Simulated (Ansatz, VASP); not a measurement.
# Cross-check of ZrInSi (ZrInSi in the AlB2 type) between VASP and Ansatz

One calculation is typed for both programs; each brings its own data sets. How far apart do they land? The cell is generated by rule, not measured, and may not be a known phase. The cell is taken from a series of runs on this material, whose earlier steps may have relaxed, scaled, displaced or heated it; both programs get it as it stands.

Program: Ansatz 0.2.0. Level of theory: plane waves, with VASP 6.6.1 beside it; single point at PBEsol. Results are calculated unless marked as measured.

The structure was built from a prototype and need not be the compound's stable phase.

## Step 1: Set-up

The structure is hexagonal, space group P-6m2 (No. 187). Conventional cell: a = 4.241 Å, b = 4.241 Å, c = 4.453 Å, α = 90.00°, β = 90.00°, γ = 120.00°. Zr has 6 In at 3.31 Å and 6 Si at 3.31 Å nearest. Nearest to Si lie 3 In at 2.45 Å and 6 Zr at 3.31 Å. Nearest to In lie 3 Si at 2.45 Å and 6 Zr at 3.31 Å. Farther neighbours are not listed.

Coordinates:

```xyz
3
Lattice="4.2406 0.0000 0.0000 -2.1203 3.6725 0.0000 0.0000 0.0000 4.4527" Properties=species:S:1:pos:R:3 pbc="T T T"
Zr    0.0000    0.0000    0.0000
Si    0.0000    2.4483    2.2263
In    2.1203    1.2242    2.2263
```

## Step 2: VASP: single point, PBEsol

With cell and atoms fixed, the geometry can't cause a difference; cores, projectors, grids and the points listed under the comparison can.

Lines of VASP's logs that name or quote its potential files are left out, and so is its time.

File INCAR:

```
SYSTEM = ZrInSi
PREC = Accurate
ENCUT = 500
EDIFF = 1E-06
NELM = 120
ISMEAR = 0
SIGMA = 0.1
LREAL = .FALSE.
ALGO = Normal
GGA = PS
NBANDS = 20
LASPH = .TRUE.
LORBIT = 11
LWAVE = .FALSE.
LCHARG = .FALSE.
ISIF = 2
GGA_COMPAT = .FALSE.
```

File POSCAR:

```
ZrInSi
1.0
    4.2406400000      0.0000000000      0.0000000000
   -2.1203200000      3.6725000000      0.0000000000
    0.0000000000      0.0000000000      4.4526700000
Zr Si In
1 1 1
Direct
    0.0000000000      0.0000000000      0.0000000000
    0.3333333333      0.6666666667      0.5000000000
    0.6666666667      0.3333333333      0.5000000000
```

File KPOINTS:

```
Automatic mesh
0
Gamma
6 6 4
0 0 0
```

Potentials, in the order of the species: Zr_sv, Si and In_d (PBE family, release 64).

On the command line:

```sh
> mpirun -np 1 vasp_std
```

Numbers of over 12 decimals in the logs are rounded to 6 here.

The program printed:

```text
[banner, memory and clock lines left out]
running    1 mpi-ranks, on    1 nodes
 distrk:  each k-point on    1 cores,    1 groups
 distr:  one band on    1 cores,    1 groups

 POSCAR found type information on POSCAR ZrSiIn
 POSCAR found :  3 types and       3 ions
|                                                                             |
|               ----> ADVICE to this user running VASP <----                  |
|                                                                             |
|     You enforced a specific xc type in the INCAR file but a different       |
|     [... a line on the potential file left out ...]
|     I HOPE YOU KNOW WHAT YOU ARE DOING!                                     |
|                                                                             |

 LDA part: xc-table for (Slater+PW92), standard interpolation
 POSCAR, INCAR and KPOINTS ok, starting setup
 FFT: planning ... GRIDC
 FFT: planning ... GRID_SOFT
 FFT: planning ... GRID
 WAVECAR not read
 entering main loop
       N       E                     dE             d eps       ncg     rms          rms(c)
DAV:   1     0.264325810481E+03    0.26433E+03   -0.13720E+04   840   0.157E+03
DAV:   2     0.337113516981E+01   -0.26095E+03   -0.25264E+03   860   0.413E+02
DAV:   3    -0.174349316108E+02   -0.20806E+02   -0.20240E+02  1072   0.123E+02
DAV:   4    -0.186800282937E+02   -0.12451E+01   -0.12302E+01  1480   0.228E+01
DAV:   5    -0.187093919987E+02   -0.29364E-01   -0.29302E-01  1120   0.301E+00    0.991E+00
DAV:   6    -0.169677313132E+02    0.17417E+01   -0.62612E+00   984   0.136E+01    0.379E+00
DAV:   7    -0.169380361896E+02    0.29695E-01   -0.54392E-01  1312   0.619E+00    0.189E+00
DAV:   8    -0.169205918197E+02    0.17444E-01   -0.31307E-02  1136   0.156E+00    0.671E-01
DAV:   9    -0.169180867795E+02    0.25050E-02   -0.30927E-03  1300   0.386E-01    0.198E-01
DAV:  10    -0.169179569396E+02    0.12984E-03   -0.42521E-04  1288   0.162E-01    0.548E-02
DAV:  11    -0.169179484723E+02    0.84673E-05   -0.59133E-05  1084   0.591E-02    0.175E-02
DAV:  12    -0.169179487426E+02   -0.27023E-06   -0.62805E-06  1200   0.172E-02
   1 F= -.16917949E+02 E0= -.16914344E+02  d E =-.720972E-02
```

OUTCAR, selected parts (step 2):

```text
ion  position               nearest neighbor table
   1  0.000  0.000  0.000-   2 3.31   2 3.31   3 3.31   3 3.31   2 3.31   3 3.31   2 3.31   3 3.31
                             3 3.31   3 3.31   2 3.31   2 3.31
   2  0.333  0.667  0.500-   3 2.45   3 2.45   3 2.45   1 3.31   1 3.31   1 3.31   1 3.31   1 3.31
                             1 3.31
   3  0.667  0.333  0.500-   2 2.45   2 2.45   2 2.45   1 3.31   1 3.31   1 3.31   1 3.31   1 3.31
                             1 3.31

  LATTYP: Found a hexagonal cell.
 ALAT       =     4.2406400000
 C/A-ratio  =     1.0499995284

 Subroutine GETGRP returns: Found 12 space group operations
 (whereof 12 operations were pure point group operations)

The static configuration has the point symmetry D_3h.

 Found     21 irreducible k-points:

   k-points           NKPTS =     21   k-points in BZ     NKDIM =     21   number of bands    NBANDS=     20

   dimension x,y,z NGX =    32 NGY =   32 NGZ =   32
   dimension x,y,z NGXF=    64 NGYF=   64 NGZF=   64

   ENCUT  =  500.0 eV  36.75 Ry    6.06 a.u.   7.73  7.73  8.12*2*pi/ulx,y,z

   NELECT =      29.0000    total number of electrons

 k-points in reciprocal lattice and weights: Automatic mesh
   0.00000000  0.00000000  0.00000000       0.007
   0.16666667 -0.00000000  0.00000000       0.042
   0.33333333 -0.00000000  0.00000000       0.042
   0.50000000 -0.00000000  0.00000000       0.021
   0.16666667  0.16666667  0.00000000       0.042
   0.33333333  0.16666667  0.00000000       0.083
   0.33333333  0.33333333  0.00000000       0.014
   0.00000000  0.00000000  0.25000000       0.014
   0.16666667 -0.00000000  0.25000000       0.083
[...]
0.33333333  0.16666667  0.50000000       0.083
   0.33333333  0.33333333  0.50000000       0.014

 average (electrostatic) potential at core
       1 -76.7672       2 -81.7927       3 -93.4357

 E-fermi :   8.2176

 k-point     1 :       0.0000    0.0000    0.0000
  band No.  band energies     occupation
    ...
     11       5.7479      2.00000
     12       6.0428      2.00000
     13       6.0428      2.00000
     14       6.5058      2.00000
     15       8.0334      1.99081
     16       8.7145      0.00000
     17       8.7145      0.00000
     18       9.8599      0.00000
     19       9.8599      0.00000
     20      10.5369      0.00000

 k-point     2 :       0.1667   -0.0000    0.0000
  band No.  band energies     occupation
    ...
     10      -2.5194      2.00000
     11       4.4122      2.00000
     12       5.6925      2.00000
     13       5.8427      2.00000
     14       6.6405      2.00000
     15       8.4062      0.00763
     16       8.6424      0.00000
     17       9.0894      0.00000
     18       9.2206      0.00000
     19       9.4023      0.00000
    ...

 k-point     3 :       0.3333   -0.0000    0.0000
  band No.  band energies     occupation
    ...
     10      -1.6486      2.00000
     11       2.1604      2.00000
     12       5.4157      2.00000
     13       5.6763      2.00000
     14       6.4213      2.00000
     15       8.5081      0.00004
     16       8.6190      0.00000
     17       9.2048      0.00000
     18       9.4754      0.00000
     19       9.5682      0.00000
    ...

  Total       -0.6733849     -0.6733842     -8.1479844      0.0000000      0.0000000      0.0000000
  in kB      -15.5582321    -15.5582155   -188.2552301      0.0000000      0.0000000      0.0000000
  external PRESSURE =     -73.1238926 kB  Pullay stress =       0.0000000 kB

  energy-cutoff  :      500.00
  volume of cell :       69.34
      direct lattice vectors                 reciprocal lattice vectors
     4.240640000  0.000000000  0.000000000     0.235813462  0.136147039  0.000000000
    -2.120320000  3.672500000  0.000000000     0.000000000  0.272294078  0.000000000
     0.000000000  0.000000000  4.452670000     0.000000000  0.000000000  0.224584351

 POSITION                                       TOTAL-FORCE (eV/Angst)
 -----------------------------------------------------------------------------------
      0.00000      0.00000      0.00000         0.000000     -0.000000      0.000000
     -0.00000      2.44833      2.22634        -0.000000      0.000000      0.000000
      2.12032      1.22417      2.22634        -0.000000     -0.000000      0.000000
 -----------------------------------------------------------------------------------
    total drift:                                0.000000      0.000019      0.000000

  FREE ENERGIE OF THE ION-ELECTRON SYSTEM (eV)
  ---------------------------------------------------
  free  energy   TOTEN  =       -16.9179487426 eV

  energy  without entropy=      -16.9107390254  energy(sigma->0) =      -16.91434388

 total charge
# of ion       s       p       d       tot
------------------------------------------
    1        2.105   5.917   1.564   9.586
    2        0.762   0.864   0.000   1.626
    3        0.865   0.985   9.884  11.734
--------------------------------------------------
tot          3.732   7.767  11.448  22.947

[... 3 further parts left out ...]
```

The run ends at a pressure of -7.31 GPa.

## Step 3: Ansatz: single point, PBEsol

Ansatz runs on its default PAW (the set named soft_2) files.

The same cell, functional, mesh and smearing now go to Ansatz, which takes its cutoff from its data sets.

File input.yaml:

```yaml
crystal:
  lattice:
    - [4.24064, 0.0, 0.0]
    - [-2.12032, 3.6725, 0.0]
    - [0.0, 0.0, 4.45267]
  atoms:
    - { symbol: Zr, position: [0.0, 0.0, 0.0] }
    - { symbol: Si, position: [0.33333333, 0.66666667, 0.5] }
    - { symbol: In, position: [0.66666667, 0.33333333, 0.5] }
kpoints:
  mp_grid: { grid: [6, 6, 4] }
hamiltonian:
  xc: pbesol
scf:
  occupations: { method: gaussian, width: 0.1 }
output:
  forces: true
  stress: true
  eigenvalues: true
```

On the command line:

```sh
> ansatz run input.yaml --threads 4 --pin off --max-ram 10240MiB --backend cpu --events-out ev --progress --plain --runs-dir out
```

The program printed:

```text
Engine: ansatz 0.2.0, x86_64-unknown-linux-gnu
Pseudopotentials: kind: paw
Pseudopotential: Zr, paw, valence charge 12, recommended cutoff 420 eV (normal), Zr.paw.azcp
Pseudopotential: Si, paw, valence charge 4, recommended cutoff 420 eV (normal), Si.paw.azcp
Pseudopotential: In, paw, valence charge 13, recommended cutoff 420 eV (normal), In.paw.azcp
Functional definition: PBEsol
  exchange = pbesol_x
  correlation = pbesol_c
Crystal: 3 atoms, lattice volume = 69.345 Å³
Basis set: ecut = 420 eV, 1353 PW (Γ), exchange–correlation on 60×60×60 points (8 copies of the dense FFT grid, shifted against one another)
Bands: 19, of which v1, the nominal top of the filled ones, is band 15 counted from 1 (14 counted from 0)
Symmetry: 12 space group operations
Space group: P-6m2 (ITA 187), of the structure as read, at distance tolerance 4.1e-5 Å
k-points: 21 of 144 (time reversal used)
Non-local potential: Zr, projectors of the file, l = 0: 3, l = 1: 2, l = 2: 2, l = 3: 2
Non-local potential: Si, projectors of the file, l = 0: 2, l = 1: 2, l = 2: 2
Non-local potential: In, projectors of the file, l = 0: 2, l = 1: 2, l = 2: 2, l = 3: 2
PAW form: soft (Blöchl's): semilocal exchange-correlation on the pseudo side does not see the compensation charge
PAW frozen core: Zr, regenerated for the run's functional, and the local potential with it (the file was generated under x = pbe(κ = 0.804, μ = 0.219515), c = pbe(β = 0.066725))
PAW frozen core: Si, regenerated for the run's functional, and the local potential with it (the file was generated under x = pbe(κ = 0.804, μ = 0.219515), c = pbe(β = 0.066725))
PAW frozen core: In, regenerated for the run's functional, and the local potential with it (the file was generated under x = pbe(κ = 0.804, μ = 0.219515), c = pbe(β = 0.066725))
PAW one-centre angular grid: Zr, 590 points (default); XC on 64 Gauss nodes
PAW one-centre angular grid: Si, 110 points (default); XC on 64 Gauss nodes
PAW one-centre angular grid: In, 590 points (default); XC on 64 Gauss nodes
Initial density: superposition of atomic densities (neutral atoms: chi_scale 0, normalization atom), corrected by the library's trained network
Initial wavefunctions: pseudopotential atomic-orbital guess
Functional: x = pbesol(κ = 0.804, μ = 0.123457), c = pbesol(β = 0.046)
SCF iter   1: F=—  HF=-10274.637943 eV  |F-HF|=—  |Δ(HF+E_count)|=         —  Δρ=4.49e-3  dr2=2.45e-2  ethr=1.77e-3  ⟨swp⟩=5.5  Hψ=2054  notcnv=0
preconditioner: auto → Resta (q_TF=auto, 2.359 Å⁻¹)  ε∞=4.7  [insulator: Δε(μ)=0.145 eV  Ē_g=10.675 eV  σ=0.100 eV  W_gap=0.58  n_scr=20 (ndim 8)  ℏωp=20.4 eV  f_vac=0.000  D(μ)=1.41/eV (n_scr^D=8)  ε∞_Penn≈4.7]
SCF iter   2: F=—  HF=-10274.632469 eV  |F-HF|=—  |Δ(HF+E_count)|=   5.47e-3  Δρ=1.66e-3  dr2=1.82e-3  ethr=8.44e-5  ⟨swp⟩=1.1  Hψ=569  notcnv=0
SCF iter   3: F=—  HF=-10274.632070 eV  |F-HF|=—  |Δ(HF+E_count)|=   3.99e-4  Δρ=7.11e-4  dr2=3.45e-4  ethr=6.27e-6  ⟨swp⟩=2.1  Hψ=496  notcnv=0
SCF iter   4: F=—  HF=-10274.632019 eV  |F-HF|=—  |Δ(HF+E_count)|=   5.07e-5  Δρ=1.31e-4  dr2=1.26e-5  ethr=1.19e-6  ⟨swp⟩=2.1  Hψ=525  notcnv=0
SCF iter   5: F=—  HF=-10274.632039 eV  |F-HF|=—  |Δ(HF+E_count)|=   1.95e-5  Δρ=2.73e-5  dr2=3.82e-7  ethr=4.34e-8  ⟨swp⟩=2.2  Hψ=641  notcnv=0
SCF iter   6: F=-10274.632038 eV  HF=-10274.632039 eV  |F-HF|=5.55e-8  |Δ(HF+E_count)|=   7.72e-8  Δρ=1.00e-5  dr2=6.13e-8  ethr=3.45e-10  ⟨swp⟩=6.4  Hψ=1836  notcnv=0
SCF 1 converged in 6 iterations: F = -10274.632038 eV  dr2 = 6.13e-8
  greatest PAW one-centre occupation: 0.996 electrons in one spin orbital (limit 2), on the Zr atom at site 0 (counted from 0), in its partial waves of l = 0
SCF converged after 6 iterations
Free energy (F): -10274.632038 eV
Harris-Foulkes:  -10274.632039 eV  (|F-HF|=5.55e-8)
Internal energy: -10274.624817 eV  (E = F + TS)
E sigma→0 (E₀):  -10274.628428 eV
Entropy (-TS):   -0.007222 eV (-2.407 meV/atom)
Fermi energy:    11.016583 eV
--- Per-component energies (eV) ---
  E_band       = -149.316079
  E_kinetic    = 612.307072
  E_local      = -1958.277408  (includes V_loc(G=0)·N_el)
  E_nonlocal   = 475.461355
  E_hartree    = 721.366889
  E_xc         = -427.029088
  E_vxc        = -335.053599  (∫ρ·V_xc dr)
  E_paw        = -7482.694047  (= ΣΔE_a)
  E_vpaw       = -386.476305  (= ΣTr[D̂ρ^β])
  E_aug_tail   = 0.000057  (compensation charges beyond the density's cutoff)
  E_ewald      = -2216.192830
  E_core_change = 0.433184  (= ΣΔE_core)
  E_smearing   = -0.007222  (= −TS)
  E_closure    = -0.000000  (closes the sum)
  Σ components = -10274.632038   (vs F -10274.632038, Δ=0.00e0)
--- Forces (eV/Å), atoms counted from 1 ---
  atom   1  Zr    -0.00000000    -0.00000000     0.00000000
  atom   2  Si    -0.00000000    -0.00000000     0.00000000
  atom   3  In     0.00000000     0.00000000     0.00000000
  max |Σ_I F_I| component: 9.25e-17 eV/Å
--- Stress (GPa, compression-positive) ---
       -1.559665      -0.000000      -0.000000
        0.000000      -1.559665      -0.000000
       -0.000000      -0.000000     -18.858971
  P = ⅓ Tr σ = -7.3261 GPa (-73.261 kbar)
--- Band table (eV; the first three rows and the last of 21) ---
  k-point 0: bands = [... 11 lower, 8.8420, 8.8420, 9.3058, 10.8273, 11.5131, 11.5131, 12.6560, 12.6560]
  k-point 1: bands = [... 11 lower, 9.2255, 9.2255, 10.6270, 10.6633, 10.6633, 11.4287, 12.0081, 12.0081]
  k-point 2: bands = [... 11 lower, 9.9472, 9.9472, 10.3037, 10.3037, 10.8063, 10.8063, 11.5051, 11.8813]
  k-point 20: bands = [... 11 lower, 6.4182, 8.1065, 8.6046, 11.6045, 12.1532, 12.2092, 12.6987, 13.0724]
```

The run ends at a pressure of -7.33 GPa.

## Step 4: Differences

Known differences besides the potentials themselves: the cutoff is 420 eV in Ansatz and 500 eV in VASP; Ansatz makes its cores anew for this functional, VASP keeps those of its PBE data sets. Total energies have different zeros and are not compared.

The two programs side by side:

```
      quantity  Ansatz   VASP  difference
pressure (GPa)   -7.33  -7.31       -0.01
```

## Step 5: Outcome

| Item | Value |
| --- | --- |
| difference in pressure (single point, PBEsol) | -0.014 GPa |

In words: The difference in pressure is -0.014 GPa (single point, PBEsol), within the 1 GPa picked in this series as the mark of a large difference. Such differences can come from data sets, numerical settings and the points named under the comparisons, not from the functional's error against experiment.

[Lines on the potential files, build, host, timing and source positions are cut from VASP's logs without a mark.]

[Logs are printed without paths, hosts, clocks, repeated set-up lines and the standing remarks that a program may print on its own settings, such as how far it seeks lower states.]

[Hosts, paths, dates, database ids (printed as entryN), source tags and the programs' standing remarks are cut or masked in the printed files.]
